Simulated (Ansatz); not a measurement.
Take an 18-atom supercell of SrF$_{2}$ in the fluorite structure (space group Fm-3m, No. 225; a = 5.8573 Å) at its relaxed geometry as the base.

Method: Ansatz (an electronic-structure program), PBE, PAW, cutoff 420 eV, without spin-orbit coupling.

Base values:

```
Property               Result
--------------------  -------
Gap of the supercell  6.78 eV
```

Now apply this change: one H atom is added in an open site, starting 2.54 Å from the nearest host atom, atoms relaxed at fixed cell, starting from a slightly rattled geometry.

### Question
What happens to the final site of the added atom, largest displacement of a host atom from its site in the perfect cell and gap of the supercell?

### Answer
The final site of the added atom comes out as 6 Sr at 2.92–2.93 Å (octahedral); the largest displacement of a host atom from its site in the perfect cell is 0.02 Å; the gap of the supercell falls by 3.39 eV (6.78 eV → 3.39 eV).

The magnetic state is the one reached from the starting moments; the real material's order can differ, and small cells can't hold many antiferromagnetic ones. In so small a cell the defect repeats every few ångströms: this is an ordered compound, not a dilute defect. A gap here joins edges of opposite spin (a spin-flip gap). The defect cell is spin-polarised and ends with 1.0 μB.
